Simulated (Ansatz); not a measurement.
The system is SiC (Moissanite).

```
Si C
1.0
     3.07600    0.00000    0.00000
    -1.53800    2.66389    0.00000
     0.00000    0.00000    5.04800
Si C
2 2
Direct
  0.66667 0.33333 0.50000
  0.33333 0.66667 0.00000
  0.66667 0.33333 0.88500
  0.33333 0.66667 0.38500
```

Base run:

```yaml
Program: Ansatz 0.2.0
Functional: PBE
Potentials_or_basis: Ansatz PAW
Cutoff: "420 eV (not typed: the program's choice for these potentials)"
k_mesh: 10 × 10 × 5
Occupations: fermi-dirac, width 0.05 eV
Spin: no spin polarisation
```

Its results: band gap on the k mesh 2.48 eV, indirect (least direct gap 4.08 eV); pressure 3.7 GPa; largest force 0.753 eV/Å.

**Question.** The run is repeated on the same cell with these changes: k mesh from 10 × 10 × 5 to 4 × 4 × 3. What comes out?

**Answer.** Band gap on the k mesh 2.57 eV, indirect (least direct gap 4.06 eV); pressure 3.8 GPa; largest force 0.709 eV/Å.

Caveats: some runs use coarse meshes; the k mesh misses the band edges, so the gap on the mesh is wider than the one along the path (some runs); odd divisions of the mesh miss points on the zone boundary, where band edges often lie, so the gap on the mesh can be too wide (some runs).
